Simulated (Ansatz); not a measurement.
A sublattice moved along a line in ScAl3

Computed with DFT PBE, scalar-relativistic, plane waves, PAW (Ansatz). Cutoff 420 eV, Γ-centred 12×12×12 k-points, Gaussian smearing of 0.15 eV. No spin polarisation. Energies are free energies at this smearing, counted from the undisturbed cell; pressure is positive in compression.

Zero of the scan (relaxed at this level; it needn't be the usual structure):

```
Sc Al
1.0
     4.10533    0.00000    0.00000
     0.00000    4.10533    0.00000
     0.00000    0.00000    4.10533
Sc Al
1 3
Direct
  0.00000 0.00000 0.00000
  0.50000 0.00000 0.50000
  0.00000 0.50000 0.50000
  0.50000 0.50000 0.00000
```

Every Al atom is moved by x along the Cartesian unit vector (0.707, 0.707, 0.000); the cell and all other atoms stay fixed. The cell is metallic on the mesh throughout.

```
  x (Å)  ΔE (meV/cell)
-0.3000          431.1
-0.1500          105.8
 0.0000            0.0
 0.0375            6.6
 0.0750           26.3
 0.1125           59.4
 0.1875          165.9
 0.2250          239.9
 0.2625          328.2
```

Predict the pressure (GPa) at each point.

| x (Å) | pressure (GPa) |
| --- | --- |
| -0.3000 | 2.3 |
| -0.1500 | 0.6 |
| 0.0000 | 0.0 |
| 0.0375 | 0.1 |
| 0.0750 | 0.2 |
| 0.1125 | 0.4 |
| 0.1875 | 0.9 |
| 0.2250 | 1.3 |
| 0.2625 | 1.8 |